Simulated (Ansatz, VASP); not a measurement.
Given: the input of a run of VASP 6.6.1 on SnTe.

File INCAR:

```
PREC = Accurate
ENCUT = 520
EDIFF = 1E-6
ISMEAR = -1
SIGMA = 0.05
LREAL = False
LASPH = True
NELM = 100
ALGO = Normal
ISIF = 2
LWAVE = False
LCHARG = False
GGA = PE
ALDAC = 0.0
AGGAC = 0.0
NBANDS = 17
```

File KPOINTS:

```
Automatic mesh
0
Gamma
  7 7 7
```

File POSCAR:

```
SnTe
1.0
    0.0000000000      3.0865288906      3.0865288906
    3.0865288906      0.0000000000      3.0865288906
    3.0865288906      3.0865288906      0.0000000000
Te Sn
1 1
Direct
    0.5000000000      0.5000000000      0.5000000000
    0.0000000000      0.0000000000      0.0000000000
```

Potentials or basis: VASP PAW PBE potentials, release 64 (Te, Sn_d).

The run is started by

```console
$ cat potpaw_PBE.64/Te/POTCAR potpaw_PBE.64/Sn_d/POTCAR > POTCAR
$ mpirun -np 1 vasp_std > vasp.out
```

**Question.** Translate it to Ansatz 0.2.0. Potentials there: Ansatz PAW.

**Answer.** As run (the cutoff follows the program's own potentials):

Contents of input.yaml:

```yaml
crystal:
  lattice:
    - [0.0, 3.0865288906, 3.0865288906]
    - [3.0865288906, 0.0, 3.0865288906]
    - [3.0865288906, 3.0865288906, 0.0]
  atoms:
    - { symbol: Te, position: [0.5, 0.5, 0.5] }
    - { symbol: Sn, position: [0.0, 0.0, 0.0] }
hamiltonian:
  xc: { exchange: pbe, correlation: none }
  pseudopotentials: { kind: paw }
kpoints:
  mp_grid: { grid: [7, 7, 7] }
scf:
  occupations: { method: fermi_dirac, width: 0.05 }
output:
  forces: true
  stress: true
  eigenvalues: true
```

Potentials or basis: Ansatz PAW.

The run is started by

```console
$ ansatz run input.yaml --threads 2 --pin off --max-ram 5120MiB --backend cpu --events-out ev --progress --plain --runs-dir out
```

Both were run:

|  | VASP | Ansatz | Ansatz less VASP |
| --- | --- | --- | --- |
| gap on the k mesh at the Fermi level (eV) | 0.54 | 0.54 | +0.010 |
| least direct gap on the mesh (eV) | 0.54 | 0.54 | +0.010 |
| pressure (GPa) | 15.8 | 15.8 | 0.00 |

The two sets of potentials don't hold the same shells in valence.

Caveats: so large a pressure means that the cell lies far from this level's equilibrium, or that cutoff or potentials fall short (VASP); the PAW data sets come from PBE, with cores solved anew for the run's functional, which leaves a small shift of forces and pressure (Ansatz). Spin-orbit coupling is left out, which matters for the levels of Te.
